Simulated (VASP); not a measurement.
Wanted: the native input for a VASP 6.6.1 run.

* Task: single point
* Functional: PBE
* Potentials or basis: VASP PAW PBE potentials, release 64 (Mg, S)
* Cutoff: 520 eV
* k mesh: 9 × 9 × 4
* Occupations: gaussian, width 0.02 eV
* Spin: no spin polarisation
* Dipole correction: no
* Further INCAR settings: ALGO = Normal; EDIFF = 1e-06; NBANDS = 21

The structure of MgS lies in POSCAR:

```
MgS
1.0
    3.6979480323     -0.0000002901      0.0000000000
   -1.8489737649      3.2025170829      0.0000000000
    0.0000000000      0.0000000000      9.0581191157
Mg S
3 3
Direct
    0.0000000000      0.0000000000      0.0000000000
    0.3333333333      0.6666666667      0.3333333333
    0.6666666667      0.3333333333      0.6666666667
    0.6666666667      0.3333333333      0.1666666667
    0.0000000000      0.0000000000      0.5000000000
    0.3333333333      0.6666666667      0.8333333333
```

The cell was built by a generator and needn't be a form met in nature.

One way to write it, as run:

INCAR

```
SYSTEM = MgS
PREC = Accurate
ENCUT = 520
EDIFF = 1E-6
ISMEAR = 0
SIGMA = 0.02
LREAL = .FALSE.
LASPH = .TRUE.
NELM = 80
ALGO = Normal
ISIF = 2
LWAVE = .FALSE.
LCHARG = .TRUE.
GGA = PE
LELF = .TRUE.
LVHAR = .TRUE.
NBANDS = 21
```

KPOINTS

```
Automatic mesh
0
G
  9 9 4
  0 0 0
```

Potentials or basis: VASP PAW PBE potentials, release 64 (Mg, S).

Command:

```sh
$ cat potpaw_PBE.64/Mg/POTCAR potpaw_PBE.64/S/POTCAR > POTCAR
$ mpirun -np 1 vasp_std > vasp.out
```

Results of the run:

* Pressure: -0.3 GPa
* Band gap on the k mesh: 2.85 eV

Caveat: an odd mesh through Γ misses points on the zone boundary, where band edges often lie.

Run time: 40 s on 1 thread of Intel(R) Xeon(R) 6975P-C (Granite Rapids), with other jobs on the host, peak memory 0.26 GiB.
